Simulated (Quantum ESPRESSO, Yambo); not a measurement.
Planning a run of Yambo 5.3.0 on CdSe (Cadmoselite). The input:

```
HF_and_locXC
gw0
dyson
ppa
em1d
rim_cut
RandQpts= 1000000
RandGvec= 1 RL
EXXRLvcs= 104 Ry
VXCRLvcs= 416 Ry
Chimod= "HARTREE"
% BndsRnXp
 1 | 209 |
%
NGsBlkXp= 9.5 Ry
% LongDrXp
 1 | 1 | 1 |
%
% GbndRnge
 1 | 209 |
%
DysSolver= "n"
ExtendOut
PPAPntXp= 27.21138 eV
% QPkrange
 1 | 1 | 43 | 46 |
%
```

The database entry behind the starting cell differs from later determinations by our own check (inner coordinate of an old entry), so it need not match the best structure at ambient conditions.

```sh
OMP_NUM_THREADS=1 mpirun -n 8 yambo -F gw1.in -J gw1 -C gw1 > gw1.log
```

The stored states that it reads are on a 3×3×2 mesh. The structure is hexagonal, space group P6_3mc (No. 186). The conventional cell has a = 4.300 Å, b = 4.300 Å, c = 7.020 Å, α = 90.00°, β = 90.00°, γ = 120.00°. Cd has 4 Se at 2.61 to 2.70 Å nearest. Se has 4 Cd at 2.61 to 2.70 Å nearest. Farther neighbours and most contacts between anions are not listed.

Estimate wall time and host memory on 8 MPI ranks of Arm Neoverse V2, shared host.

It took 2.4 min; on shared hardware allow 72 s to 4.8 min. Peak host memory was 7.1 GiB.

The screening grows as filled bands × empty bands × pairs of k points, times the square of the screening basis for the matrix.

[Paths, hosts, dates, memory and timing lines, banners, echoed tables and standing remarks are left out of the program output.]

[Logs are printed without paths, hosts, clocks, repeated set-up lines and the standing remarks that a program may print on its own settings, such as how far it seeks lower states.]

[Runs of the session that timed out or met a known fault of the program may be left out.]

[Hosts, paths, dates, database ids (printed as entryN), source tags and the programs' standing remarks are cut or masked in the printed files.]
